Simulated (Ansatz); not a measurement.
Input and command of a plane-wave DFT calculation in Ansatz:

```yaml
crystal:
  lattice:
    - [4.6045184592, 0.0, 0.0]
    - [0.0, 6.5117724532, 0.0]
    - [0.0, 0.0, 24.2090369185]
  atoms:
    - { symbol: Hg, position: [0.5, 0.5, 0.3098016673] }
    - { symbol: Te, position: [0.0, 0.25, 0.3098016673] }
    - { symbol: Hg, position: [0.0, 0.0, 0.4049008336] }
    - { symbol: Te, position: [0.5, 0.75, 0.4049008336] }
    - { symbol: Hg, position: [0.5, 0.5, 0.5] }
    - { symbol: Te, position: [0.0, 0.25, 0.5] }
    - { symbol: Hg, position: [0.0, 0.0, 0.5950991664] }
    - { symbol: Te, position: [0.5, 0.75, 0.5950991664] }
    - { symbol: Hg, position: [0.5, 0.5, 0.6901983327] }
    - { symbol: Te, position: [0.0, 0.25, 0.6901983327] }
basis:
  ecutwfc: 420
kpoints:
  mp_grid: { grid: [1, 1, 1] }
hamiltonian:
  xc: pbesol
scf:
  occupations: { method: gaussian, width: 0.1 }
output:
  forces: true
  stress: true
  eigenvalues: true
efield:
  axis: 3
  dipole_correction: true
  ramp_width: 0.04
```

```bash
ansatz run input.yaml --threads 1 --pin off --max-ram 2560MiB --backend cpu --events-out ev --progress --plain --runs-dir out
```

Processor: Intel(R) Xeon(R) 6975P-C (Granite Rapids), 1 thread, on a host shared with other jobs.

Task: Estimate time, memory and problem size.

Result: About 4.8 s on 1 thread of Intel(R) Xeon(R) 6975P-C (Granite Rapids), with other jobs on the host, peak memory 0.68 GiB. It solves 108 bands at 1 k points (the mesh reduced by the symmetry that the task leaves, which can be less than the crystal's) with about 14211 plane waves, in 15 SCF iterations.
